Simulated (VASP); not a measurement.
**ZnSe (rocksalt), r²SCAN relaxation of cell and atoms: VASP's output and Ansatz's**

POSCAR

```
Zn Se
 1.0000000000000000
    -0.0000000000000000    2.6836656595817643    2.6836656595817643
     2.6836656595817643    0.0000000000000000    2.6836656595817643
     2.6836656595817643    2.6836656595817643    0.0000000000000000
 Zn  Se
   1   1
Cartesian
  0.0000000000000000  0.0000000000000000  0.0000000000000000
  2.6836656595817643  2.6836656595817643  2.6836656595817643
```

VASP ran with the recommended PBE PAW datasets (18 valence electrons in the cell).

From OUTCAR

```
k-points           NKPTS =     29   k-points in BZ     NKDIM =     29   number of bands    NBANDS=     16

   NELECT =      18.0000    total number of electrons

   dimension x,y,z NGX =    30 NGY =   30 NGZ =   30
   dimension x,y,z NGXF=    60 NGYF=   60 NGZF=   60

  energy-cutoff  :      600.00
  volume of cell :       37.62
      direct lattice vectors                 reciprocal lattice vectors
    -0.000000000  2.659534745  2.659534745    -0.188002808  0.188002808  0.188002808
     2.659534745  0.000000000  2.659534745     0.188002808 -0.188002808  0.188002808
     2.659534745  2.659534745  0.000000000     0.188002808  0.188002808 -0.188002808

 k-points in reciprocal lattice and weights: KPOINTS created by Atomic Simulation Env
   0.00000000  0.00000000  0.00000000       0.002
   0.12500000  0.00000000  0.00000000       0.016
   0.25000000  0.00000000  0.00000000       0.016
   0.37500000  0.00000000  0.00000000       0.016
   0.50000000  0.00000000  0.00000000       0.008
   0.12500000  0.12500000  0.00000000       0.012
   0.25000000  0.12500000  0.00000000       0.047
   0.37500000  0.12500000  0.00000000       0.047
   ...

 E-fermi :   3.1540

 k-point     1 :       0.0000    0.0000    0.0000
  band No.  band energies     occupation
      1     -11.3311      2.00000
      2      -3.7757      2.00000
      3      -3.7757      2.00000
      4      -3.7377      2.00000
      5      -3.7377      2.00000
      6      -3.7377      2.00000
      7       2.6062      2.00000
      8       2.6062      2.00000
      9       2.6062      2.00000
     10       4.6451      0.00000
     11      12.2313      0.00000
     12      12.2313      0.00000
     13      12.2313      0.00000
     14      13.8404      0.00000
     15      13.8407      0.00000
     16      13.8407      0.00000

 k-point     2 :       0.1250    0.0000    0.0000
  band No.  band energies     occupation
      1     -11.1638      2.00000
      2      -3.8129      2.00000
      3      -3.8128      2.00000
      4      -3.7541      2.00000
      5      -3.7241      2.00000
      6      -3.7241      2.00000
      7       1.0917      2.00000
      8       2.6443      2.00000
      9       2.6444      2.00000
     10       5.9584      0.00000
     11      11.2443      0.00000
     12      11.8082      0.00000
     13      11.8084      0.00000
     14      13.0712      0.00000
     15      13.0713      0.00000
     16      13.6528      0.00000

 k-point     3 :       0.2500    0.0000    0.0000
  band No.  band energies     occupation
      1     -10.7061      2.00000
      2      -3.9070      2.00000
      3      -3.9069      2.00000
      4      -3.8290      2.00000
      5      -3.6844      2.00000
      6      -3.6844      2.00000
      7      -0.9074      2.00000
      8       2.7552      2.00000
      9       2.7552      2.00000
     10       7.0796      0.00000
     11      10.1689      0.00000
     12      10.1690      0.00000
     13      10.4522      0.00000
     14      13.6429      0.00000
     15      14.2186      0.00000
     16      14.2186      0.00000

 k-point     4 :       0.3750    0.0000    0.0000
  band No.  band energies     occupation
      1     -10.1331      2.00000
      2      -4.0626      2.00000
      3      -3.9995      2.00000
      4      -3.9994      2.00000
      5      -3.6434      2.00000
      6      -3.6433      2.00000
      7      -2.3048      2.00000
      8       2.8988      1.99999
      9       2.8988      1.99999
     10       7.1330      0.00000
     11       8.9854      0.00000
     12       8.9856      0.00000
     13      10.2118      0.00000
     14      15.0320      0.00000
     15      16.1955      0.00000
     16      16.1955      0.00000

 k-point     5 :       0.5000    0.0000    0.0000
  band No.  band energies     occupation
      1      -9.8397      2.00000
      2      -4.3006      2.00000
      3      -4.0371      2.00000
      4      -4.0371      2.00000
      5      -3.6263      2.00000
      6      -3.6262      2.00000
      7      -2.7239      2.00000
      8       2.9706      1.99979
      9       2.9706      1.99979
     10       7.0201      0.00000
     11       8.5569      0.00000
     12       8.5571      0.00000
     13      10.1237      0.00000
     14      16.5687      0.00000
     15      18.0383      0.00000
     16      18.0383      0.00000

 k-point     6 :       0.1250    0.1250    0.0000
  band No.  band energies     occupation
      1     -11.1106      2.00000
      2      -3.8687      2.00000
      3      -3.7665      2.00000
      4      -3.7520      2.00000
      5      -3.7262      2.00000
      6      -3.7262      2.00000
      7       1.2956      2.00000
      8       2.2603      2.00000
      9       2.2604      2.00000
     10       6.4465      0.00000
     11      10.4623      0.00000
     12      11.0565      0.00000
     13      12.3302      0.00000
     14      12.3303      0.00000
     15      15.0163      0.00000
     16      15.0165      0.00000

 ...

  Total       -0.0014985     -0.0014985     -0.0014985     -0.0000000      0.0000000     -0.0000000
  in kB       -0.0638127     -0.0638127     -0.0638127     -0.0000000      0.0000000     -0.0000000
  external PRESSURE =      -0.0638127 kB  Pullay stress =       0.0000000 kB

 POSITION                                       TOTAL-FORCE (eV/Angst)
 -----------------------------------------------------------------------------------
      0.00000      0.00000      0.00000         0.000000     -0.000000     -0.000000
      2.65953      2.65953      2.65953        -0.000000      0.000000      0.000000
 -----------------------------------------------------------------------------------
    total drift:                               -0.000000      0.000000      0.000000

  FREE ENERGIE OF THE ION-ELECTRON SYSTEM (eV)
  ---------------------------------------------------
  free  energy   TOTEN  =       -24.2669855762 eV

  energy  without entropy=      -24.2662731623  energy(sigma->0) =      -24.26662937
```

Datasets and cutoffs are each program's own. VASP's cell holds 18 valence electrons and Ansatz's 28.

Task: What does Ansatz give for the same cell and level of theory?

Result: relaxed cell vector lengths 3.760, 3.760, 3.760 Å; relaxed cell volume 37.59 Å³.

Ansatz printed

```
basis re-selected at this cell: Δ(F+E_penalty+E_count) = +1.850e-4 eV, ΔP = -0.007 GPa vs the last step (what re-selecting the basis moved, of the pressure what is left beyond the Pulay correction that the steps carried, after the strain that the cell walked since its last selection, with what the two solves' SCF thresholds leave and, on support functions, any second-order correction that the steps lacked; it is no measure of the basis error at this ecutwfc). This SCF's stress stands 3.12e-2 GPa from its target on what of the cell is left free (relax.cell.stress_tol is 5.00e-2 GPa) and its largest allowed force component is 3.86e-30 eV/Å (relax.f_tol is 5.00e-3 eV/Å): within both
SCF converged after 6 iterations
Free energy (F): -8804.860570 eV
Harris-Foulkes:  -8804.860570 eV  (|F-HF|=5.46e-12)
Internal energy: -8804.859858 eV  (E = F + TS)
E sigma→0 (E₀):  -8804.860214 eV
Entropy (-TS):   -0.000712 eV (-0.356 meV/atom)
Fermi energy:    9.419704 eV
--- Per-component energies (eV) ---
  E_band       = -326.591368
  E_kinetic    = 249.987258
  E_local      = -3814.353185  (includes V_loc(G=0)·N_el)
  E_nonlocal   = 25.060617
  E_hartree    = 1785.775558
  E_xc         = -221.875688
  E_vxc        = -158.406363  (∫ρ·V_xc dr)
  E_paw        = -3777.793659  (= ΣΔE_a)
  E_vpaw       = -208.172097  (= ΣTr[D̂ρ^β])
  E_aug_tail   = -0.000257  (compensation charges beyond the density's cutoff)
  E_vtau       = 7.741585  (kinetic-family band-sum trace: ∫τ·v_τ [+ j·A + Jᵃ·Aᵃ] dr)
  E_ewald      = -3049.713113
  E_core_change = -1.947389  (= ΣΔE_core)
  E_smearing   = -0.000712  (= −TS)
  E_closure    = 0.000000  (closes the sum)
  Σ components = -8804.860570   (vs F -8804.860570, Δ=0.00e0)
--- Forces (eV/Å), atoms counted from 1 ---
  atom   1  Zn    -0.00000000    -0.00000000     0.00000000
  atom   2  Se     0.00000000    -0.00000000    -0.00000000
  max |Σ_I F_I| component: 7.00e-30 eV/Å
--- Stress (GPa, compression-positive) ---
       -0.031176       0.000000      -0.000000
        0.000000      -0.031176       0.000000
        0.000000       0.000000      -0.031176
  P = ⅓ Tr σ = -0.0312 GPa (-0.312 kbar)
--- Relaxed structure (3 steps of the walk, 3 accepted, 1 SCFs on fresh bases) ---
  F+E_penalty+E_count = -8804.86056968 eV   max|allowed force component| = 3.862e-30 eV/Å   (the final SCF, on the basis selected at the relaxed cell)
  cell:  # Å, volume = 37.5895 Å³
    - [1.3375351586350922e-34, 2.6587577899911223, 2.6587577899911223]
    - [2.6587577899911223, 7.006136545231435e-35, 2.6587577899911223]
    - [2.6587577899911223, 2.6587577899911223, -5.095372032895589e-35]
  atoms:
    - { symbol: Zn, position: [1.5418239973801647e-36, -1.5418239973794845e-36, -2.1024872691620012e-36] }
    - { symbol: Se, position: [0.5, 0.5, 0.5] }
```
